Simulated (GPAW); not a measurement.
# CdTe (F-43m) in GPAW: settings compared

The runs below take CdTe through single point, with PBE, r2SCAN.

Everything below comes from runs of GPAW 26.7.0. Logs are shortened: lines on timing, memory, paths and dates and some standing lists are left out, and cuts for length are marked. The log counts tension as positive stress, the text compression.

**Experimental background.**

A printed reference work, data compilation reports, for a bulk crystal of CdTe at 0 K: band gap 1.607 eV.

How close the calculation comes is told below.

## (1) Starting point

The structure is cubic, space group F-43m (No. 216). Conventional cell: a = 6.410 Å, b = 6.410 Å, c = 6.410 Å, α = 90.00°, β = 90.00°, γ = 90.00°. Around Te (site symmetry -43m) lie 4 Cd at 2.78 Å. Cd (site symmetry -43m) is surrounded by 4 Te at 2.78 Å.

## (2) Single point, PBE

run.py

```python
from ase import Atoms
from ase.dft.bandgap import bandgap
from ase.io import write
from ase.units import GPa
from gpaw import GPAW, PW

atoms = Atoms(['Te', 'Cd'],
              cell=[[0.0, 3.205, 3.205],
                    [3.205, 0.0, 3.205],
                    [3.205, 3.205, 0.0]],
              scaled_positions=[[0.75, 0.75, 0.75],
                                [0.0, 0.0, 0.0]],
              pbc=True)

calc = GPAW(mode=PW(450),
            xc='PBE',
            kpts={'size': (6, 6, 6), 'gamma': True},
            occupations={'name': 'fermi-dirac', 'width': 0.01},
            setups={'Te': '16'},
            nbands=-9,
            convergence={'density': 1e-05, 'energy': 1e-05},
            maxiter=150,
            txt='gpaw.txt')
atoms.calc = calc
energy = atoms.get_potential_energy()
forces = atoms.get_forces()
stress = atoms.get_stress()
calc.write('gs.gpw')
write('result.traj', atoms)
print(f'Energy: {energy:.6f} eV')
print('Forces (eV/A):')
print(forces.round(4))
print('Stress (GPa):', (stress / GPa).round(3))
print('Fermi level:', round(calc.get_fermi_level(), 4), 'eV')
print(f'Gap: {bandgap(calc)[0]:.4f} eV, direct: {bandgap(calc, direct=True)[0]:.4f} eV')
```

Potentials or basis: GPAW PAW data sets (gpaw-data 1.2.1), other valence, pw.

Command:

```
OMP_NUM_THREADS=1 python run.py
```

gpaw.txt:

```text
__  _  _
 | _ |_)|_||  |
 |__||  | ||/\| - 26.7.0

Input parameters:
  mode=PW(ecut=450.00000000000006),
  convergence={'density': 1e-05, 'energy': 1e-05},
  kpts=MonkhorstPack(size=(6, 6, 6), gamma=True),
  maxiter=150,
  nbands=-9,
  occupations=Occupations(name='fermi-dirac', width=0.01),
  setups={'Te': '16'},
  xc=XC(name='PBE')

Diagonalizing LCAO Hamiltonian
Converting LCAO to pw mode

                      Te

       Cd

Atoms  # Å, Bohr magnetons
|   | symbol |        x |        y |        z |    initial magnetic moments |
|---|--------|----------|----------|----------|-----------------------------|
| 0 |     Te | 4.807500 | 4.807500 | 4.807500 | ( 0.0000,  0.0000,  0.0000) |
| 1 |     Cd | 0.000000 | 0.000000 | 0.000000 | ( 0.0000,  0.0000,  0.0000) |

Unit cell  # Å
| periodic |        x |        y |        z |  lengths |    angles |
|----------|----------|----------|----------|----------|-----------|
|      yes | 0.000000 | 3.205000 | 3.205000 | 4.532554 | 60.000000 |
|      yes | 3.205000 | 0.000000 | 3.205000 | 4.532554 | 60.000000 |
|      yes | 3.205000 | 3.205000 | 0.000000 | 4.532554 | 60.000000 |

Number of symmetries: 24
Symmetry operations  # r_c * U_cc + t_c -> r_c
|    | kind |            matrix            |
|----|------|------------------------------|
|  0 |  E   |  1, 0, 0,  0, 1, 0,  0, 0, 1 |
|  1 |  σ   |  1, 0, 0,  0, 0, 1,  0, 1, 0 |
|  2 |  σ   |  1, 0,-1,  0, 1,-1,  0, 0,-1 |
|  3 |  C3  |  1, 0,-1,  0, 0,-1,  0, 1,-1 |
|  4 |  C3  |  1,-1, 0,  0,-1, 1,  0,-1, 0 |
|  5 |  σ   |  1,-1, 0,  0,-1, 0,  0,-1, 1 |
|  6 |  σ   |  0, 1, 0,  1, 0, 0,  0, 0, 1 |
|  7 |  C3  |  0, 1, 0,  0, 0, 1,  1, 0, 0 |
|  8 |  C2  |  0, 1,-1,  1, 0,-1,  0, 0,-1 |
|  9 |  S4  |  0, 1,-1,  0, 0,-1,  1, 0,-1 |
| 10 |  C3  |  0, 0, 1,  1, 0, 0,  0, 1, 0 |
| 11 |  σ   |  0, 0, 1,  0, 1, 0,  1, 0, 0 |
| 12 |  S4  |  0, 0,-1,  1, 0,-1,  0, 1,-1 |
| 13 |  C3  |  0, 0,-1,  0, 1,-1,  1, 0,-1 |
| 14 |  S4  |  0,-1, 1,  1,-1, 0,  0,-1, 0 |
| 15 |  C2  |  0,-1, 1,  0,-1, 0,  1,-1, 0 |
| 16 |  C3  |  0,-1, 0,  1,-1, 0,  0,-1, 1 |
| 17 |  S4  |  0,-1, 0,  0,-1, 1,  1,-1, 0 |
| 18 |  S4  | -1, 1, 0, -1, 0, 1, -1, 0, 0 |
| 19 |  C3  | -1, 1, 0, -1, 0, 0, -1, 0, 1 |
| 20 |  C3  | -1, 0, 1, -1, 1, 0, -1, 0, 0 |
| 21 |  S4  | -1, 0, 1, -1, 0, 0, -1, 1, 0 |
| 22 |  σ   | -1, 0, 0, -1, 1, 0, -1, 0, 1 |
| 23 |  C2  | -1, 0, 0, -1, 0, 1, -1, 1, 0 |

BZ-sampling:
  Number of BZ points: 216
  Number of IBZ points: 16

  Monkhorst-Pack size: [6, 6, 6]
  Monkhorst-Pack shift: [0.08333333333333333, 0.08333333333333333, 0.08333333333333333]

K-points  # in reciprocal-cell coordinates
|     |                                coordinates |     weight |
|-----|--------------------------------------------|------------|
|   0 | (  0.00000000,   0.00000000,   0.00000000) | 0.00462963 |
|   1 | (  0.16666667,   0.16666667,   0.00000000) | 0.02777778 |
|   2 | (  0.16666667,   0.16666667,   0.16666667) | 0.03703704 |
|   3 | (  0.33333333,   0.16666667,   0.16666667) | 0.05555556 |
|   4 | (  0.33333333,   0.33333333,  -0.33333333) | 0.05555556 |
|   5 | (  0.33333333,   0.33333333,   0.00000000) | 0.02777778 |
|   6 | (  0.33333333,   0.33333333,   0.16666667) | 0.11111111 |
|   7 | (  0.33333333,   0.33333333,   0.33333333) | 0.03703704 |
|   8 | (  0.50000000,   0.33333333,  -0.33333333) | 0.11111111 |
|   9 | (  0.50000000,   0.33333333,  -0.16666667) | 0.05555556 |
| ... |                                            |            |
|  15 | (  0.50000000,   0.50000000,   0.50000000) | 0.01851852 |

Plane wave coefficients: 1458
Cutoff: 450.00000000000006 eV

Spin-components: 1 (collinear spins)
Bands:           23
Projectors:      12
Spin-degeneracy: 2
Datatype:        complex128

Density:
  Valence electrons: 28.0
  Components: 1
  Grid points: [24 24 24]
  Charge: 0.0  # |e|

Potential:
  Grid points: [24 24 24]

species:
  Te:
    name:    Tellurium
    Z:       52.0
    valence: 16
    core:    36
    charge:  0.0  # [|e|]
    compensation charges:
      type: gauss
      rc: 0.37  # [Å]
      lmax: 2
    cutoffs:
      filter: 2.06  # [Å]
      core: 2.12  # [Å]
    projectors
    | kind |    occ | energy [eV] | rcut [Å] |
    |------|--------|-------------|----------|
    |   5s |  2.000 |     -15.088 |    1.164 |
    |   5p |  4.000 |      -5.955 |    1.164 |
    |   4d | 10.000 |     -41.660 |    1.164 |
    |    s |        |      12.123 |    1.164 |
    |    p |        |      21.256 |    1.164 |
    |    d |        |     -14.449 |    1.164 |

    Using partial waves for Te as LCAO basis

  Cd:
    name:    Cadmium
    Z:       48.0
    valence: 12
    core:    36
    charge:  0.0  # [|e|]
    compensation charges:
      type: gauss
      rc: 0.38  # [Å]
      lmax: 2
    cutoffs:
      filter: 2.12  # [Å]
      core: 2.62  # [Å]
    projectors
    | kind |    occ | energy [eV] | rcut [Å] |
    |------|--------|-------------|----------|
    |   5s |  2.000 |      -5.655 |    1.191 |
    |   5p |  0.000 |      -1.186 |    1.228 |
    |   4d | 10.000 |     -11.739 |    1.164 |
    |    s |        |      21.556 |    1.191 |
    |    p |        |      26.026 |    1.228 |
    |    d |        |      15.473 |    1.164 |

    Using partial waves for Cd as LCAO basis

Reference energy: -336963.801774  # eV

eigensolver:
  PPCG
  Converge bands: occupied
  niter=2

density mixing:
  MSR1-Mixer
  Pratt-step length: 0.05
  Maximum mixing coefficient: 0.75
  Old densities: 10
  SVD Regularization: 0.005
  Good broyden scale: 1.0
  Trust region scale: 1.0
  Backstep threshold: 4.0
  History deletion threshold: 6.0
  Fourier metric: weight=20.0, sigma=0.015

occupation numbers:
  Fermi-Dirac:
    width: 0.0100  # eV

poisson solver:
  ecut: 3600.0000000000005  # eV

xc functional:
  name: PBE with 2 nearest neighbor stencil

convergence criteria:
- Maximum integral of absolute [dens]ity change: 1e-05 electrons / valence electron
- Maximum [total energy] change in last 3 cyles: 1e-05 eV / valence electron
- Maximum integral of absolute [eigenst]ate change: 4e-08 eV^2 / valence electron
maximum number of iterations: 150

SCF iterations
|iter     | |      energy | eigst |  dens |
|---------|-|-------------|-------|-------|
|iter:   1| |   -5.067890 | -0.74 |       |
|iter:   2| |   -5.021620 | -2.88 | -1.45 |
|iter:   3| |   -4.854836 | -2.00 | -1.49 |
|iter:   4| |   -4.854611 | -3.61 | -2.01 |
|iter:   5| |   -4.854474 | -4.01 | -2.46 |
|iter:   6| |   -4.854518c| -5.50 | -3.13 |
|iter:   7| |   -4.854521c| -6.50 | -3.83 |
|iter:   8| |   -4.854522c| -7.74c| -4.54 |
|iter:   9| |   -4.854522c| -8.32c| -5.33c|

Converged in 9 steps
Energy contributions relative to reference atoms: (reference = -336963.801774)

Energy contributions:
  Kinetic:          20.177029
  Coulomb:         -17.831258
  Zero:              0.048490
  External:          0.000000
  Xc:               -7.248783
  Entropy:          -0.000000
  Spinorbit:         0.000000
  ----------------------------
  Free energy:      -4.854522
  Extrapolated:     -4.854522

dipole moment: (-16.500065, -16.500065, -16.500065)  # |e|*Ang

Fermi level: 4.443
Eigenvalues  # (at kpt = [0.000, 0.000, 0.000])
| band index |      eig [eV] | occ [0-2] |
|------------|---------------|-----------|
|          0 |       -32.001 |     2.000 |
|        ... |               |           |
|          6 |        -4.266 |     2.000 |
|          7 |        -4.266 |     2.000 |
|          8 |        -4.266 |     2.000 |
|          9 |        -3.980 |     2.000 |
|         10 |        -3.980 |     2.000 |
|         11 |         4.092 |     2.000 |
[... 9 lines left out ...]
|         21 |        14.303 |     0.000 |
|         22 |        14.303 |     0.000 |

Gap: 0.884 eV
Transition (v -> c):
  (s=0, k=0, n=13, [0.00, 0.00, 0.00]) -> (s=0, k=0, n=14, [0.00, 0.00, 0.00])
No difference between direct/indirect transitions

Forces  # eV/Ang
|        x |        y |        z |
|----------|----------|----------|
| -0.00000 | -0.00000 | -0.00000 |  # Te   0
| -0.00000 |  0.00000 |  0.00000 |  # Cd   1

Stress tensor  # eV/Ang^3
|         x |         y |         z |
|-----------|-----------|-----------|
| -0.019504 |  0.000000 | -0.000000 |
|  0.000000 | -0.019504 | -0.000000 |
| -0.000000 | -0.000000 | -0.019504 |

# Writing to gs.gpw (mode='')
```

stdout:

```text
Energy: -4.854522 eV
Forces (eV/A):
[[-0. -0. -0.]
 [-0.  0.  0.]]
Stress (GPa): [-3.125 -3.125 -3.125 -0.    -0.     0.   ]
Fermi level: 4.4431 eV
Gap: 0.8839 eV, direct: 0.8839 eV
```

It took 10 s on 1 thread of Arm Neoverse V2, shared host; peak memory 0.15 GiB.

What came out:

```yaml
Free_energy: -4.8545 eV
Pressure: 3.1 GPa
Band_gap_on_the_k_mesh: 0.88 eV, direct
```

Levels at points of the mesh, in eV from the valence-band top:
```csv
k point,band 11,band 12,band 13,band 14,band 15,band 16,band 17,band 18
"(0.00, 0.00, 0.00)",-8.07,0.00,0.00,0.00,0.88,4.40,4.40,4.40
"(0.50, 0.50, 0.00)",-7.54,-4.47,-1.99,-1.99,2.46,2.56,8.99,9.27
"(0.50, 0.50, 0.50)",-7.69,-4.62,-0.83,-0.83,1.80,5.02,5.02,7.13
```

Caveat: the cutoff is short for stress and forces, so pressures can be off by a GPa or more; spin-orbit coupling is left out, which moves the levels of the heavy elements.

## (3) Single point, PBE

POSCAR

```
CdTe
1.0
    0.0000000000      3.2050000000      3.2050000000
    3.2050000000      0.0000000000      3.2050000000
    3.2050000000      3.2050000000      0.0000000000
Te Cd
1 1
Direct
    0.7500000000      0.7500000000      0.7500000000
    0.0000000000      0.0000000000      0.0000000000
```

Potentials or basis: GPAW PAW data sets (gpaw-data 1.2.1), pw.

Command:

```
OMP_NUM_THREADS=1 gpaw run POSCAR -p 'mode=PW(600),xc=PBE,kpts={size:(7,7,7),gamma:True},occupations={name:fermi-dirac,width:0.05},nbands=18,convergence={density:1e-05,energy:1e-05},maxiter=150,txt=gpaw.txt' --properties efs -w gs.gpw
```

Run time: 23 s. Hardware: 1 thread of Intel Xeon Platinum 8259CL at 2.50GHz (Skylake/Cascade Lake), shared host; peak memory 0.17 GiB.

The run converged. Its results:

| Item | Value |
| --- | --- |
| Free energy | -5.0116 eV |
| Pressure | 3.8 GPa |
| Band gap on the k mesh | 0.87 eV, direct |

Levels at points of the mesh, in eV from the valence-band top:
| k point | band 6 | band 7 | band 8 | band 9 | band 10 | band 11 | band 12 | band 13 |
| --- | --- | --- | --- | --- | --- | --- | --- | --- |
| (0.00, 0.00, 0.00) | -8.07 | 0.00 | 0.00 | 0.00 | 0.87 | 4.57 | 4.57 | 4.57 |

Caveat: spin-orbit coupling is left out, which moves the levels of the heavy elements.

## (4) Single point, r2SCAN (volume scaled by 0.92)

Edit run.py of step 2 so:

```diff
@@ -7,5 +7,5 @@
 atoms = Atoms(['Te', 'Cd'],
-              cell=[[0.0, 3.205, 3.205],
-                    [3.205, 0.0, 3.205],
-                    [3.205, 3.205, 0.0]],
+              cell=[[0.0, 3.117147188, 3.117147188],
+                    [3.117147188, 0.0, 3.117147188],
+                    [3.117147188, 3.117147188, 0.0]],
               scaled_positions=[[0.75, 0.75, 0.75],
@@ -14,8 +14,7 @@
 
-calc = GPAW(mode=PW(450),
-            xc='PBE',
+calc = GPAW(mode=PW(400),
+            xc='MGGA_X_R2SCAN+MGGA_C_R2SCAN',
             kpts={'size': (6, 6, 6), 'gamma': True},
             occupations={'name': 'fermi-dirac', 'width': 0.01},
-            setups={'Te': '16'},
-            nbands=-9,
+            nbands=18,
             convergence={'density': 1e-05, 'energy': 1e-05},
```

Command:

```
OMP_NUM_THREADS=1 python run.py
```

Wall time 37 s (1 thread of Intel Xeon Platinum 8259CL at 2.50GHz (Skylake/Cascade Lake), shared host); peak memory 0.28 GiB.

The run converged, but some of its settings lie outside the range that counts as converged, so its numbers aren't taken as properties of the crystal.

What came out:

- Free energy: -34.0327 eV
- Pressure: 6.6 GPa
- Band gap on the k mesh: 1.64 eV, direct

Caveat: the cutoff is short for stress and forces, so pressures can be off by a GPa or more; the PAW data sets were made with another functional, which shifts forces and pressure a little; spin-orbit coupling is left out, which moves the levels of the heavy elements.

## (5) For comparison

An earlier run on the cell as given: functional PBE; potentials or basis GPAW PAW data sets (gpaw-data 1.2.1); cutoff 600 eV; basis pw; k mesh 7 × 7 × 7; occupations fermi-dirac, width 0.05 eV; no spin polarisation.

* Pressure: 3.8 GPa
* Band gap on the k mesh: 0.87 eV, direct

## (6) Against experiment

Step 2. A measured gap of CdTe is 1.607 eV (0 K; a printed reference work, data compilation); the calculated 0.88 eV misses it by -0.72 eV. Spin-orbit coupling on Cd, Te is left out. The value is that of PBE, without temperature or zero-point motion. Semilocal functionals fall short of measured gaps as a rule.

Step 3. Measured gap of CdTe: 1.607 eV (0 K; a printed reference work, data compilation). This calculation gives 0.87 eV (-0.74 eV). Spin-orbit coupling on Cd, Te is left out. The value is that of PBE, without temperature or zero-point motion. Semilocal functionals fall short of measured gaps as a rule.
